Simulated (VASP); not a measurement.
# Ta3N (P-3m1) in VASP: settings compared, part 2 of 2

VASP 6.6.1. Earlier steps stand in the parts before.

## Step 4: Band structure, BLYP

The input, POSCAR:

```
Ta3N
1.0
    3.0322239879      0.0000000000      0.0000000000
   -1.5161119940      2.6259830035      0.0000000000
    0.0000000000      0.0000000000      7.5241370000
Ta N
3 1
Direct
    0.6666666667      0.3333333333      0.8260700000
    0.3333333333      0.6666666667      0.1739300000
    0.0000000000      0.0000000000      0.5000000000
    0.0000000000      0.0000000000      0.0000000000
```

The input, INCAR.step1:

```
SYSTEM = Ta3N
PREC = Accurate ; ENCUT = 520
EDIFF = 1E-6 ; ISMEAR = -1
SIGMA = 0.05 ; LREAL = .False.
LASPH = .True. ; NELM = 100
ALGO = Fast ; ISIF = 2
LWAVE = .False. ; LCHARG = .True.
LMAXMIX = 4 ; GGA = B5
ALDAX = 1.0 ; AGGAX = 1.0
AGGAC = 1.0 ; ALDAC = 0.0
NBANDS = 27
```

The input, KPOINTS.step1:

```
Automatic mesh
0
Gamma
  7 7 3
  0 0 0
```

The input, INCAR.step2:

```
SYSTEM = Ta3N
PREC = Accurate ; ENCUT = 520
EDIFF = 1E-6 ; ISMEAR = 0
SIGMA = 0.05 ; LREAL = .False.
LASPH = .True. ; NELM = 100
ALGO = Fast ; ISIF = 2
LWAVE = .False. ; LCHARG = .False.
LMAXMIX = 4 ; GGA = B5
ALDAX = 1.0 ; AGGAX = 1.0
AGGAC = 1.0 ; ALDAC = 0.0
NBANDS = 27 ; ICHARG = 11
```

The input, KPOINTS.step2:

```
path GMKGALHA,LM,KH
20
line-mode
reciprocal
 0.0000000000  0.0000000000  0.0000000000  G
 0.5000000000  0.0000000000  0.0000000000  M

 0.5000000000  0.0000000000  0.0000000000  M
 0.3333333333  0.3333333333  0.0000000000  K

 0.3333333333  0.3333333333  0.0000000000  K
 0.0000000000  0.0000000000  0.0000000000  G

 0.0000000000  0.0000000000  0.0000000000  G
 0.0000000000  0.0000000000  0.5000000000  A

 0.0000000000  0.0000000000  0.5000000000  A
 0.5000000000  0.0000000000  0.5000000000  L

 0.5000000000  0.0000000000  0.5000000000  L
 0.3333333333  0.3333333333  0.5000000000  H

 0.3333333333  0.3333333333  0.5000000000  H
 0.0000000000  0.0000000000  0.5000000000  A

 0.5000000000  0.0000000000  0.5000000000  L
 0.5000000000  0.0000000000  0.0000000000  M

 0.3333333333  0.3333333333  0.0000000000  K
 0.3333333333  0.3333333333  0.5000000000  H
```

Potentials or basis: VASP PAW PBE potentials, release 64 (Ta_pv, N).

Command:

```sh
$ cat potpaw_PBE.64/Ta_pv/POTCAR potpaw_PBE.64/N/POTCAR > POTCAR
$ cp INCAR.step1 INCAR
$ cp KPOINTS.step1 KPOINTS
$ mpirun -np 1 vasp_std > vasp.out
$ cp INCAR.step2 INCAR
$ cp KPOINTS.step2 KPOINTS
$ mpirun -np 1 vasp_std > vasp.out
```

OUTCAR:

```text
SYSTEM = Ta3N
   PREC = Accurate
   ENCUT = 520
   EDIFF = 1E-6
   ISMEAR = 0
   LREAL = .False.
   LASPH = .True.
   NELM = 100
   ISIF = 2
   GGA = B5
   ICHARG = 11

 ion  position               nearest neighbor table
   1  0.667  0.333  0.826-   4 2.19   4 2.19   4 2.19   3 3.01   3 3.01   3 3.01   2 3.15   2 3.15
                             2 3.15
   2  0.333  0.667  0.174-   4 2.19   4 2.19   4 2.19   3 3.01   3 3.01   3 3.01   1 3.15   1 3.15
                             1 3.15
   3  0.000  0.000  0.500-   1 3.01   2 3.01   1 3.01   2 3.01   1 3.01   2 3.01
   4  0.000  0.000  0.000-   1 2.19   2 2.19   1 2.19   2 2.19   1 2.19   2 2.19
[... 918 lines left out ...]
  -------------------------------------------------------------------------------------
  Total        4.7058819      4.7058819      8.1005669     -0.0000000     -0.0000000     -0.0000000
  in kB      125.8466672    125.8466672    216.6287586     -0.0000000     -0.0000000     -0.0000000
  external PRESSURE =     156.1073643 kB  Pullay stress =       0.0000000 kB

 VOLUME and BASIS-vectors are now :
 -----------------------------------------------------------------------------
  energy-cutoff  :      520.00
  volume of cell :       59.91
      direct lattice vectors                 reciprocal lattice vectors
     3.032223988  0.000000000  0.000000000     0.329790940  0.190404888  0.000000000
    -1.516111994  2.625983004  0.000000000     0.000000000  0.380809776  0.000000000
     0.000000000  0.000000000  7.524137000     0.000000000  0.000000000  0.132905608

 POSITION                                       TOTAL-FORCE (eV/Angst)
 -----------------------------------------------------------------------------------
      1.51611      0.87533      6.21546         0.000000      0.000000      0.031656
     -0.00000      1.75066      1.30867        -0.000000      0.000000     -0.031656
      0.00000      0.00000      3.76207        -0.000000      0.000000     -0.000000
      0.00000      0.00000      0.00000        -0.000000      0.000000     -0.000000
 -----------------------------------------------------------------------------------
    total drift:                                0.000000      0.000000      0.000000

  FREE ENERGIE OF THE ION-ELECTRON SYSTEM (eV)
  ---------------------------------------------------
  free  energy   TOTEN  =       -39.6801351234 eV

  energy  without entropy=      -39.6767823001  energy(sigma->0) =      -39.67845871
```

OUTCAR.step1:

```text
SYSTEM = Ta3N
   PREC = Accurate
   ENCUT = 520
   EDIFF = 1E-6
   ISMEAR = -1
   LREAL = .False.
   LASPH = .True.
[... 826 lines left out ...]
     -0.00000      1.75066      1.30867        -0.000000      0.000000      0.178567
      0.00000      0.00000      3.76207         0.000000      0.000000      0.000000
      0.00000      0.00000      0.00000         0.000000      0.000000      0.000000
 -----------------------------------------------------------------------------------
    total drift:                                0.000000     -0.000000      0.000000

  FREE ENERGIE OF THE ION-ELECTRON SYSTEM (eV)
  ---------------------------------------------------
  free  energy   TOTEN  =       -40.5171850311 eV

  energy  without entropy=      -40.4872324168  energy(sigma->0) =      -40.50220872
```

Wall time 4.3 min (1 thread of Intel Xeon Platinum 8375C at 2.90GHz (Ice Lake), shared host); peak memory 0.34 GiB.

Results:

- Band gap along the path: none (metal or under the smearing width)

Levels at the corners of the path, in eV from the Fermi level:
```csv
point,band 16,band 17,band 18,band 19,band 20,band 21,band 22,band 23
Γ,-1.25,-0.52,-0.52,-0.36,0.20,0.20,0.86,1.74
M,-3.09,-1.06,-0.51,0.14,0.62,0.93,3.38,3.97
M,-3.09,-1.06,-0.51,0.14,0.62,0.93,3.38,3.97
K,-2.32,-1.41,-1.41,-0.53,0.50,0.50,3.16,3.16
K,-2.32,-1.41,-1.41,-0.53,0.50,0.50,3.16,3.16
Γ,-1.25,-0.52,-0.52,-0.36,0.20,0.20,0.86,1.74
Γ,-1.25,-0.52,-0.52,-0.36,0.20,0.20,0.86,1.74
A,-1.28,-1.09,-0.30,-0.30,0.46,0.46,1.14,1.18
A,-1.28,-1.09,-0.30,-0.30,0.46,0.46,1.14,1.18
L,-2.91,-1.27,-1.21,0.21,0.90,1.17,2.32,4.29
L,-2.91,-1.27,-1.21,0.21,0.90,1.17,2.32,4.29
H,-2.42,-1.41,-1.41,-1.38,0.41,0.41,2.94,2.94
H,-2.42,-1.41,-1.41,-1.38,0.41,0.41,2.94,2.94
A,-1.28,-1.09,-0.30,-0.30,0.46,0.46,1.14,1.18
L,-2.91,-1.27,-1.21,0.21,0.90,1.17,2.32,4.29
M,-3.09,-1.06,-0.51,0.14,0.62,0.93,3.38,3.97
K,-2.32,-1.41,-1.41,-0.53,0.50,0.50,3.16,3.16
H,-2.42,-1.41,-1.41,-1.38,0.41,0.41,2.94,2.94
```

Caveat: the log is that of the step along the path at fixed density, whose energy, stress, charges and moments have no meaning; the PAW data sets were made with another functional, which shifts forces and pressure a little; spin-orbit coupling is left out, which moves the levels of the heavy elements.

## Step 5: Band structure, AM05

POSCAR is that of step 4.

Edit INCAR.step1 of step 4 so:

```diff
@@ -7,5 +7,3 @@
 LWAVE = .False. ; LCHARG = .True.
-LMAXMIX = 4 ; GGA = B5
-ALDAX = 1.0 ; AGGAX = 1.0
-AGGAC = 1.0 ; ALDAC = 0.0
+LMAXMIX = 4 ; GGA = AM
 NBANDS = 27
```

KPOINTS.step1 is that of step 4.

Edit INCAR.step2 of step 4 so:

```diff
@@ -7,5 +7,3 @@
 LWAVE = .False. ; LCHARG = .False.
-LMAXMIX = 4 ; GGA = B5
-ALDAX = 1.0 ; AGGAX = 1.0
-AGGAC = 1.0 ; ALDAC = 0.0
+LMAXMIX = 4 ; GGA = AM
 NBANDS = 27 ; ICHARG = 11
```

KPOINTS.step2 is that of step 4.

Command:

```sh
$ cat potpaw_PBE.64/Ta_pv/POTCAR potpaw_PBE.64/N/POTCAR > POTCAR
$ cp INCAR.step1 INCAR
$ cp KPOINTS.step1 KPOINTS
$ mpirun -np 1 vasp_std > vasp.out
$ cp INCAR.step2 INCAR
$ cp KPOINTS.step2 KPOINTS
$ mpirun -np 1 vasp_std > vasp.out
```

It took 3.9 min on 1 thread of Intel Xeon Platinum 8375C at 2.90GHz (Ice Lake), shared host; peak memory 0.34 GiB.

Results (log left out):

```yaml
Band_gap_along_the_path: none (metal or under the smearing width)
```

Levels at the corners of the path, in eV from the Fermi level:
```csv
point,band 17,band 18,band 19,band 20,band 21,band 22
Γ,-0.51,-0.51,-0.33,0.26,0.26,0.93
M,-1.21,-0.52,0.17,0.67,0.86,3.46
M,-1.21,-0.52,0.17,0.67,0.86,3.46
K,-1.41,-1.41,-0.54,0.49,0.49,3.19
K,-1.41,-1.41,-0.54,0.49,0.49,3.19
Γ,-0.51,-0.51,-0.33,0.26,0.26,0.93
Γ,-0.51,-0.51,-0.33,0.26,0.26,0.93
A,-1.16,-0.29,-0.29,0.54,0.54,1.21
A,-1.16,-0.29,-0.29,0.54,0.54,1.21
L,-1.35,-1.25,0.14,0.93,1.23,2.37
L,-1.35,-1.25,0.14,0.93,1.23,2.37
H,-1.44,-1.44,-1.44,0.40,0.40,3.01
H,-1.44,-1.44,-1.44,0.40,0.40,3.01
A,-1.16,-0.29,-0.29,0.54,0.54,1.21
L,-1.35,-1.25,0.14,0.93,1.23,2.37
M,-1.21,-0.52,0.17,0.67,0.86,3.46
K,-1.41,-1.41,-0.54,0.49,0.49,3.19
H,-1.44,-1.44,-1.44,0.40,0.40,3.01
```

Caveat: the log is that of the step along the path at fixed density, whose energy, stress, charges and moments have no meaning; the PAW data sets were made with another functional, which shifts forces and pressure a little; spin-orbit coupling is left out, which moves the levels of the heavy elements.

## Step 6: For comparison

An earlier run on the cell as given: functional PBE; potentials or basis VASP PAW PBE potentials, release 64 (Ta_pv, N); cutoff 520 eV; k mesh 10 × 10 × 4; occupations fermi-dirac, width 0.05 eV; no spin polarisation.

* Pressure: -0.4 GPa
* Largest force: 0.084 eV/Å
* Band gap on the k mesh: none (metal or under the smearing width)
